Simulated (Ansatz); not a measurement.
Crystal: CdS (Greenockite).

```
Cd S
1.0
     4.15000    0.00000    0.00000
    -2.07500    3.59401    0.00000
     0.00000    0.00000    6.73700
Cd S
2 2
Direct
  0.66667 0.33333 0.50000
  0.33333 0.66667 0.00000
  0.66667 0.33333 0.87500
  0.33333 0.66667 0.37500
```

| Property | Result |
| --- | --- |
| Program | Ansatz 0.2.0 |
| Task | relaxation of cell and atoms |
| Functional | RPBE |
| Potentials or basis | Ansatz PAW |
| Cutoff | 420 eV (not typed: the program's choice for these potentials) |
| k mesh | 7 × 7 × 4 |
| Occupations | fermi-dirac, width 0.05 eV |
| Spin | no spin polarisation |

At the start: volume 25.12 Å³/atom.

Task: How do energy, volume and symmetry change on relaxing?

Result: It ends after 5 steps and the volume is 27.12 Å³/atom (+8.0 %); space group P6_3mc (No. 186, to 0.05 Å).

Step by step:
```
step  energy change (eV)  largest force (eV/Å)  volume (Å³)
   1              0.0000                0.0700       100.48
   2             -0.0981                0.0310       108.21
   3             -0.0983                0.0154       108.45
   4             -0.0984                0.0001       108.49
   5             -0.1001                0.0001       108.49
```

Final structure:
```
CELL_PARAMETERS angstrom
4.25435 0.00000 0.00000
-2.12718 3.68438 0.00000
0.00000 0.00000 6.92106
ATOMIC_POSITIONS crystal
Cd 0.66667 0.33333 0.49913
Cd 0.33333 0.66667 0.99913
S 0.66667 0.33333 0.87587
S 0.33333 0.66667 0.37587
```

Caveat: the plane-wave basis is chosen anew once the cell has moved, so the energies of steps on either side of that aren't comparable; the PAW data sets come from PBE, with cores solved anew for the run's functional, which leaves a small shift of forces and pressure.
